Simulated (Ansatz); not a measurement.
**WC under changes of volume**

One of the cells (10.542 Å³/atom); the others are scaled copies at fixed shape and fractional positions:

```
CELL_PARAMETERS angstrom
0.00000 2.19268 2.19268
2.19268 0.00000 2.19268
2.19268 2.19268 0.00000
ATOMIC_POSITIONS crystal
W 0.00000 0.00000 0.00000
C 0.50000 0.50000 0.50000
```

Measurements of this composition are mostly on another form, of space group No. 187.

- Program: Ansatz 0.2.0
- Functional: LDA
- Potentials or basis: all-electron LAPW, scalar-relativistic
- Cutoff: 337 eV (chosen from the basis error)
- Basis error allowed: 0.001 eV/atom
- k mesh: 10 × 10 × 10
- Occupations: fermi-dirac, width 0.05 eV
- Spin: no spin polarisation

| volume (Å³/atom) | energy over the lowest point (meV/atom) | pressure (GPa) |
| --- | --- | --- |
| 9.910 | 4.07 | 7.6 |
| 10.120 | 0.00 | -1.2 |
| 10.331 | 6.87 | -9.1 |
| 10.542 | 23.55 | -16.1 |
| 10.753 | 49.01 | -22.4 |
| 10.964 | ? | ? |
| 11.175 | 122.67 | -33.1 |

Problem. What does the run at 10.964 Å³/atom give?

Solution. Energy over the lowest point 82.32 meV/atom; pressure -28.1 GPa.

Worked out: A Birch-Murnaghan fit of order 3 (a polynomial in V^(-2/3)) to the other rows has its minimum at 10.09 Å³/atom with B0 = V·E''(V) = 405 GPa and B' = 4.4. It gives 82.33 meV/atom at 10.964 Å³/atom, against the run's 82.32, and -dE/dV = -28.1 GPa, against -28.1.

Energies are extrapolated to zero smearing.
